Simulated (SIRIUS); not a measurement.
Runs of SIRIUS 7.12.0 on Hf. The typed cell holds 1 atom: a = 2.880 Å, b = 3.093 Å, c = 3.172 Å, α = 104.64°, β = 108.16°, γ = 109.13°. This isn't the form of Hf at room conditions, which is hcp.

```csv
potentials or basis,cutoff (eV),radial cutoff for the potentials' integrals,gap on the mesh (eV),pressure (GPa)
SSSP 1.3.0 PBE efficiency,828,-,none,-3.1
JTH 2.0 PBE (PAW),557,-,none,-3.4
PseudoDojo 0.4.1 PBE standard (scalar relativistic),807,6.5 bohr,none,-3.1
SG15 1.2 PBE (norm-conserving),1102,6.5 bohr,none,(a)
"in-house norm-conserving set, PBE (scalar relativistic)",1152,6.5 bohr,none,-3.2
SPMS 1.0 PBE (norm-conserving),807,6.5 bohr,none,-3.2
PseudoDojo 0.5 PBE stringent (scalar relativistic),1799,6.5 bohr,none,-3.2
```

Alike in all rows: task single point; level PBE; no spin polarisation; cell as given; k mesh 6 × 5 × 5; smearing fermi-dirac 0.05 eV; the mesh is coarse, so values aren't converged.

Problem. Estimate the missing entries.

Solution. (a) -2.9.

Caveats: all runs use coarse meshes.

A k mesh can miss the band edges, and the runs leave out spin-orbit coupling on Hf.

A gap of «none» marks a metal or a gap under the smearing width.

The runs don't all hold the same shells in valence.
